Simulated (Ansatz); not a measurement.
# HfN: the cost of one run

Method: DFT LDA, scalar-relativistic, plane waves, PAW, in Ansatz 0.2.0.

1 further run of the same task is left out (it didn't finish).

**1. The structure to begin with**

The structure is cubic, space group F-43m (No. 216). The conventional cell has a = 4.910 Å, b = 4.910 Å, c = 4.910 Å, α = 90.00°, β = 90.00°, γ = 90.00°. Hf (site symmetry -43m) is surrounded by 4 N at 2.13 Å. Around N (site symmetry -43m) lie 4 Hf at 2.13 Å.

Coordinates:

```
Hf N
1.0
     0.00000    2.45482    2.45482
     2.45482    0.00000    2.45482
     2.45482    2.45482    0.00000
Hf N
1 1
Direct
  0.00000 0.00000 0.00000
  0.75000 0.75000 0.75000
```

It goes back to an entry of the Materials Project, which need not be the stable form.

No relaxation comes first: the listed cell is the starting point.

**2. The reference cell**

Reference values: F = -15853.8471 eV; pressure -9.61 GPa; largest force 0.000 eV/Å; gap on the mesh none (metal). It was computed beforehand with the settings of the runs below.

**3. The scan: shifting one sublattice**

Every N atom is moved by x along the Cartesian unit vector (0.577, -0.577, -0.577); the cell and all other atoms stay fixed. Forces below are components along that vector, summed over the moved atoms.

**4. x = -0.300 Å**

input.yaml

```yaml
crystal:
  lattice:
    - [0.0, 2.454822, 2.454822]
    - [2.454822, 0.0, 2.454822]
    - [2.454822, 2.454822, 0.0]
  atoms:
    - { symbol: Hf, position: [0.0, 0.0, 0.0] }
    - { symbol: "N", position: [0.8558356252, 0.7147214583, 0.7147214583] }
basis:
  ecutwfc: 420
kpoints:
  mp_grid: { grid: [16, 16, 16] }
hamiltonian:
  xc: lda
scf:
  occupations: { method: gaussian, width: 0.15 }
output:
  forces: true
  stress: true
  eigenvalues: true
```

Run with:

```sh
$ ansatz run input.yaml --threads 1 --pin off --max-ram 2560MiB --backend cpu --events-out ev --progress --plain --runs-dir out
```

What time and memory should one allow on 1 thread of Intel Xeon at 2.70GHz, shared host?

About 20 s, with a peak of 0.55 GiB.
